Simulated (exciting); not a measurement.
# TaN (Fm-3m) in exciting: single point with PBE

Aim: the single point of TaN with PBE.

Everything below comes from runs of exciting (release sodium). Logs are shortened: lines on timing, memory, paths and dates and some standing lists are left out, and cuts for length are marked.

## Step 1: The crystal as given

It takes space group Fm-3m (No. 225, cubic). Conventional cell: a = 4.423 Å, b = 4.423 Å, c = 4.423 Å, α = 90.00°, β = 90.00°, γ = 90.00°. Around Ta (site symmetry m-3m) lie 6 N at 2.21 Å. N (site symmetry m-3m) is surrounded by 6 Ta at 2.21 Å.

The cell comes from a database or a generator and needn't be the stable form of this composition.

## Step 2: Single point, PBE

input.xml reads:

```xml
<input>
  <title>TaN</title>
  <structure speciespath="./" tshift="false">
    <crystal scale="1">
      <basevect>0.000000000000 4.178794843086 4.178794843086</basevect>
      <basevect>4.178794843086 0.000000000000 4.178794843086</basevect>
      <basevect>4.178794843086 4.178794843086 0.000000000000</basevect>
    </crystal>
    <species speciesfile="Ta.xml" rmt="2.3">
      <atom coord="0.500000000000 0.500000000000 0.500000000000"/>
    </species>
    <species speciesfile="N.xml" rmt="1.45">
      <atom coord="0.000000000000 0.000000000000 0.000000000000"/>
    </species>
  </structure>
  <groundstate do="fromscratch" ngridk="7 7 7" rgkmax="6.5" gmaxvr="14" lmaxapw="10" lmaxmat="10" lmaxvr="8" xctype="GGA_PBE" stype="Gaussian" swidth="0.00183747" nempty="14" ValenceRelativity="iora*" epsengy="1e-05" epspot="1e-05" maxscl="60" tforce="true" outputlevel="high"/>
</input>
```

Potentials or basis: all-electron LAPW+lo, shipped species files, valence relativity iora*.

Started as:

```sh
> OMP_NUM_THREADS=1 exciting_smp
```

INFO.OUT:

```text
================================================================================
EXCITING SODIUM started
[... 10 lines left out ...]

 Lattice vectors (cartesian) :
      0.0000000000      4.1787948431      4.1787948431
      4.1787948431      0.0000000000      4.1787948431
      4.1787948431      4.1787948431      0.0000000000

 Reciprocal lattice vectors (cartesian) :
     -0.7517939434      0.7517939434      0.7517939434
      0.7517939434     -0.7517939434      0.7517939434
      0.7517939434      0.7517939434     -0.7517939434

 Unit cell volume                           :     145.9429585208
 Brillouin zone volume                      :       1.6996381049

 Species :    1 (Ta)
     parameters loaded from                 :    Ta.xml
     name                                   :    tantalum
     nuclear charge                         :     -73.00000000
     electronic charge                      :      73.00000000
     atomic mass                            :  329847.84330000
     muffin-tin radius                      :       2.30000000
     # of radial points in muffin-tin       :     450

     atomic positions (lattice) :
       1 :   0.50000000  0.50000000  0.50000000

 Species :    2 (N)
     parameters loaded from                 :    N.xml
     name                                   :    nitrogen
     nuclear charge                         :      -7.00000000
     electronic charge                      :       7.00000000
     atomic mass                            :   25532.72506000
     muffin-tin radius                      :       1.45000000
     # of radial points in muffin-tin       :     250

     atomic positions (lattice) :
       1 :   0.00000000  0.00000000  0.00000000

 Total number of atoms per unit cell        :       2

 Spin treatment                             :    spin-unpolarised

 Number of Bravais lattice symmetries       :      48
 Number of crystal symmetries               :      48

 k-point grid                               :       7    7    7
 Total number of k-points                   :      20
 k-point set is reduced with crystal symmetries

 R^MT_min * |G+k|_max (rgkmax)              :       6.50000000
 Species with R^MT_min                      :       2 (N)
 Maximum |G+k| for APW functions            :       4.48275862
 Maximum |G| for potential and density      :      14.00000000
 Polynomial order for pseudochg. density    :       9

 G-vector grid sizes                        :      27    27    27
 Total number of G-vectors                  :    6735

 Maximum angular momentum used for
     APW functions                          :      10
     computing H and O matrix elements      :      10
     potential and density                  :       8
     inner part of muffin-tin               :       2

 Total nuclear charge                       :     -80.00000000
 Total electronic charge                    :      80.00000000
 Total core charge                          :      48.00000000
 Total valence charge                       :      32.00000000

 Effective Wigner radius, r_s               :       0.75799822

 Number of empty states                     :      14
 Total number of valence states             :      31

 Maximum Hamiltonian size                   :     262
 Maximum number of plane-waves              :     231
 Total number of local-orbitals             :      31

 Exchange-correlation type                  :      20
     Perdew-Burke-Ernzerhof, Phys. Rev. Lett. 77, 3865 (1996)
     Generalised gradient approximation (GGA)

 Smearing scheme                            :    Gaussian
 Smearing width                             :       0.00183747

[... 7 lines left out ...]
* Groundstate module started                                                   *
********************************************************************************
 Output level for this task is set to high

++++++++++++++++++++++++++++++++++++++++++++++++++++++++++++++++++++++++++++++++
[... 5 lines left out ...]
+ SCF iteration number :    1                                                  +
++++++++++++++++++++++++++++++++++++++++++++++++++++++++++++++++++++++++++++++++
 Total energy                               :    -15662.04327621
 _______________________________________________________________
 Fermi energy                               :         0.60931021
 Kinetic energy                             :     17610.95909601
 Coulomb energy                             :    -32948.50846340
 Exchange energy                            :      -319.82341205
 Correlation energy                         :        -4.67049677
 Sum of eigenvalues                         :     -9570.24328546
 Effective potential energy                 :    -27181.20238147
 Coulomb potential energy                   :    -26756.82872300
 xc potential energy                        :      -424.37365847
 Hartree energy                             :      4910.03956952
 Electron-nuclear energy                    :    -36576.90786204
 Nuclear-nuclear energy                     :     -1281.64017088
 Madelung energy                            :    -19570.09410190
 Core-electron kinetic energy               :         0.00000000

 DOS at Fermi energy (states/Ha/cell)       :         9.61205056

 Electron charges :
     core                                   :        48.00000000
     core leakage                           :         0.00001663
     valence                                :        32.00000000
     interstitial                           :         4.12161157
     charge in muffin-tin spheres :
                  atom     1    Ta          :        69.74764374
                  atom     2     N          :         6.13074469
     total charge in muffin-tins            :        75.87838843
     total charge                           :        80.00000000
[... 616 lines left out ...]
 Coulomb energy                             :    -32952.78385808
 Exchange energy                            :      -319.87429040
 Correlation energy                         :        -4.68726543
 Sum of eigenvalues                         :     -9574.42894345
 Effective potential energy                 :    -27170.83476649
 Coulomb potential energy                   :    -26746.36251100
 xc potential energy                        :      -424.47225549
 Hartree energy                             :      4924.78117620
 Electron-nuclear energy                    :    -36595.92486340
 Nuclear-nuclear energy                     :     -1281.64017088
 Madelung energy                            :    -19579.60260258
 Core-electron kinetic energy               :         0.00000000

 DOS at Fermi energy (states/Ha/cell)       :        43.70478927

 Electron charges :
     core                                   :        48.00000000
     core leakage                           :         0.00001640
     valence                                :        32.00000000
     interstitial                           :         4.26153066
     charge in muffin-tin spheres :
                  atom     1    Ta          :        70.23789849
                  atom     2     N          :         5.50057085
     total charge in muffin-tins            :        75.73846934
     total charge                           :        80.00000000

 RMS change in effective potential (target) :  0.156990E-07  ( 0.100000E-04)
 Absolute change in total energy   (target) :  0.842501E-06  ( 0.100000E-04)
 Charge distance                   (target) :  0.140374E-08  ( 0.100000E-04)
 Abs. change in max-nonIBS-force   (target) :   0.00000      ( 0.500000E-04)

++++++++++++++++++++++++++++++++++++++++++++++++++++++++++++++++++++++++++++++++
| Convergency criteria checked for the last 2 iterations                       +
| Convergence targets achieved. Performing final SCF iteration                 +
++++++++++++++++++++++++++++++++++++++++++++++++++++++++++++++++++++++++++++++++
 Total energy                               :    -15680.93959553
 _______________________________________________________________
 Fermi energy                               :         0.60022422
 Kinetic energy                             :     17596.40582078
 Coulomb energy                             :    -32952.78386035
 Exchange energy                            :      -319.87429054
 Correlation energy                         :        -4.68726542
 Sum of eigenvalues                         :     -9574.42894344
 Effective potential energy                 :    -27170.83476422
 Coulomb potential energy                   :    -26746.36250856
 xc potential energy                        :      -424.47225567
 Hartree energy                             :      4924.78118091
 Electron-nuclear energy                    :    -36595.92487038
 Nuclear-nuclear energy                     :     -1281.64017088
 Madelung energy                            :    -19579.60260607
 Core-electron kinetic energy               :         0.00000000

 DOS at Fermi energy (states/Ha/cell)       :        43.70476227

 Electron charges :
     core                                   :        48.00000000
     core leakage                           :         0.00001640
     valence                                :        32.00000000
     interstitial                           :         4.26153051
     charge in muffin-tin spheres :
                  atom     1    Ta          :        70.23789862
                  atom     2     N          :         5.50057087
     total charge in muffin-tins            :        75.73846949
     total charge                           :        80.00000000

++++++++++++++++++++++++++++++++++++++++++++++++++++++++++++++++++++++++++++++++
+ Self-consistent loop stopped                                                 +
++++++++++++++++++++++++++++++++++++++++++++++++++++++++++++++++++++++++++++++++
 STATE.OUT is written

--------------------------------------------------------------------------------
- Writing atomic positions and forces                                          -
--------------------------------------------------------------------------------

 Atomic positions (lattice) :
 atom     1  Ta  :     0.50000000    0.50000000    0.50000000
 atom     2   N  :     0.00000000    0.00000000    0.00000000

 Total atomic forces including IBS (cartesian) :
 atom     1  Ta  :     0.00000000   -0.00000000    0.00000000
 atom     2   N  :    -0.00000000    0.00000000   -0.00000000

 Atomic force components including IBS (cartesian) :
 atom     1  Ta  :     0.00000000   -0.00000000   -0.00000000   HF force
                 :     0.00000000   -0.00000000    0.00000000   core correction
                 :     0.00000000    0.00000000   -0.00000000   IBS correction
 atom     2   N  :    -0.00000000    0.00000000    0.00000000   HF force
                 :    -0.00000000    0.00000000   -0.00000000   core correction
                 :    -0.00000000   -0.00000000    0.00000000   IBS correction

********************************************************************************
* Groundstate module stopped                                                   *
********************************************************************************

================================================================================
| EXCITING SODIUM stopped                                                      =
================================================================================
```

Run time: 39 s. Hardware: 1 thread of AMD EPYC 7R13 (Zen 3), shared host; peak memory 0.13 GiB.

Results:

```yaml
Free_energy: -426700.1060 eV
Band_gap_on_the_k_mesh: none (metal or under the smearing width)
All_electrons_inside_the_program's_atomic_spheres: Ta 70.24; N 5.50 (radii Ta 2.3, N 1.45 bohr)
```

Caveat: the log's total energy holds no entropy term; the free energy is that total less TS from the occupations. Spin-orbit coupling is left out, which matters for the levels of Ta.
